**Question**

I have the band gap of one fixed bulk WS₂ cell from seven density-functional programs:

Calculated values. Bulk WS₂ (P6₃/mmc, 6 atoms, fixed geometry) in PBE without spin polarisation or spin–orbit coupling, on a 10×10×3 k mesh with Fermi–Dirac smearing of 0.05 eV. Both gaps are taken from the levels at the mesh points, and the basis column gives the plane-wave cutoff.

```
         program                            potentials       basis  gap (eV)  direct gap (eV)  gap less the median of the rows (eV)
            GPAW  GPAW-PAW-data-sets-(gpaw-data-1.2.1)      600 eV   1.11800          2.08100                                -0.005
          ABACUS   PseudoDojo-NC-SR-0.4.1-PBE-standard  1006.82 eV   1.12300          2.08500                                 0.000
           JDFTx        PseudoDojo-SR-PBE-0.5-standard  1006.82 eV   1.12300          2.08500                                 0.000
          ABINIT                      JTH-PAW-PBE-v2.0  544.228 eV   1.12300          2.08600                                 0.000
            DFTK        dojo.nc.sr.pbe.v0_4_1.standard  1006.82 eV   1.12300          2.08500                                 0.000
Quantum ESPRESSO               SSSP-1.3-efficiency-PBE  748.313 eV   1.12500          2.08400                                 0.002
            VASP  VASP-PAW-PBE-potentials,-recommended      520 eV   1.13600          2.08700                                 0.013
```

A colleague will run the same cell, functional and mesh in yet another program. Can I predict the gap on paper, and how far off might I be? And if the programs agree so well, may I trust the gap to a hundredth of an electronvolt?

**Answer**

Start with the median of the indirect gaps, 1.123 eV. The programs solve the same equations for the same atoms, so what differs is mainly the treatment of the cores and the basis. The worst row for this guess is VASP, whose gap is 13 meV higher, about 1% of the gap. Do not count the rows as seven independent votes, because ABACUS, JDFTx and DFTK use closely related potentials.

You can refine the guess if the new run prints its levels at the zone centre, Γ. In bulk WS₂ the valence top lies at Γ, while the conduction minimum lies elsewhere in the zone. The indirect gap can therefore be written as

E_gap = E_Γ − h

Here E_Γ is the distance from the valence top to the lowest empty level at Γ, and h is the height of that empty level above the conduction minimum. This is only bookkeeping until you assume that h is the same in every program. It then becomes a rule with one constant, and it should work when programs differ mainly in where they put the valence top.

Take VASP, where E_Γ is 2.257 eV. The median h of the other five programs with zone-centre levels is 1.122 eV; that it nearly equals the gap itself is an accident.

E_gap ≈ 2.257 − 1.122 = 1.135 eV

The table has 1.136 eV, and VASP had no part in setting the constant.

Now do the same for ABINIT, again with h from the other five.

E_gap ≈ 2.253 − 1.122 = 1.131 eV

This is 8 meV too high, whereas the plain median was right. In ABINIT the printed empty level at Γ sits higher above the conduction minimum, so the assumption behind the rule fails. Part of this may be numerical. The two lowest empty levels at Γ are equal in the other five runs but differ by 2 meV in ABINIT, a hint that they are not fully converged there.

Over the six programs with zone-centre levels, the rule lowers the root-mean-square miss from about 6 to 3 meV. Most of that gain comes from VASP, so treat the rule as a useful correction and not as a law. The output below lists the misses row by row.

Why would the valence top at Γ move on its own? Compared with ABACUS, VASP has an indirect gap 13 meV larger but a direct gap only 2 meV larger, so its bands have not simply moved apart everywhere. The state at the top has tungsten d and sulfur p lobes that point towards the next layer, which makes it sensitive to the coupling between layers. Two equal layer levels at energy e, coupled by t, become e + t and e − t, so with e fixed the top moves by half of any change in their separation.

If the next level below is indeed the layer partner, the separation in VASP is 8 meV smaller than in ABACUS. That lowers the top by 4 meV, roughly a third of the difference in the gap. The rest is a downward shift of the two levels together, seen from the conduction minimum. Both parts must come from what differs between the runs, chiefly the potentials and the basis, and the table cannot separate those.

As for trust, the answer is no: agreement between programs only tests what they do differently. The direct gaps agree within 6 meV, yet all of them share a mesh that steps in tenths from Γ and so misses the point K, at one third, where the direct gap of WS₂ lies. Near K, a two-band model gives

E(q) = √(E_K² + (2vq)²)

where E_K is the gap at K, q the distance from K and v the slope that the bands approach away from K. The nearest mesh point is a tenth of the way back from K to Γ. With a rough value for v, 2vq is about 1 eV, so the direct gap on this mesh is too large by some tenths of an electronvolt. That is tens of times the spread between the programs, and no comparison among these rows could reveal it. The indirect gap can suffer in the same way, because the conduction minimum may fall between mesh points. It also belongs to this fixed cell, which was not relaxed.

Spin–orbit coupling, left out in every run, would also lower the direct gap, because it splits the valence states at K and raises the upper one. PBE errs the other way, since its gaps are generally too small when read as the energy to add and remove an electron.

A single layer of WS₂ would need a different rule. Without a neighbouring layer to push up the state at Γ, the valence top lies at K, and zone-centre levels no longer fix the gap.

So for your colleague's run, quote the median and allow between 10 and 20 meV, correcting with the Γ levels if they are printed. For a gap that is to describe the material, first choose a Γ-centred mesh whose in-plane divisions are a multiple of three, so that it contains K, and then refine the mesh until the indirect gap stops changing as well.

The analysis program printed:

```
Estimate less value in meV (999 means no zone-centre levels):
               row  median rule  zone-centre rule  half-splitting rule  direct gap by median
              GPAW            5                 2                  3.5                     4
            ABACUS            0                 0                    0                     0
             JDFTx            0                 0                  0.5                     0
            ABINIT            0                 8                    0                    -1
              DFTK            0               999                  999                     0
  Quantum ESPRESSO           -2         -2.22e-13                   -2                     1
              VASP          -13                -1                   -9                    -2
Median indirect gap, eV: 1.123
Median direct gap, eV: 2.085
Height of zone-centre conduction level over conduction minimum, median of six rows, eV: 1.122
Spread of indirect gap, seven rows, meV: 18
Spread of direct gap, seven rows, meV: 6
Largest miss of median rule, percent of the gap: 1.144
Rms miss of median rule, six rows with levels, meV: 5.745
Rms miss of zone-centre rule, same six rows, meV: 3.391
Rms miss of half-splitting rule, same six rows, meV: 4.031
VASP worked, height from the other five rows, eV: 1.122
VASP worked, estimated indirect gap, eV: 1.135
ABINIT worked, height from the other five rows, eV: 1.122
ABINIT worked, estimated indirect gap, eV: 1.131
VASP less ABACUS, indirect gap, meV: 13
VASP less ABACUS, zone-centre gap, meV: 12
VASP less ABACUS, part expected from half the splitting change, meV: 4
Direct gap on mesh less gap at K, order of magnitude only, eV: 0.3612
```
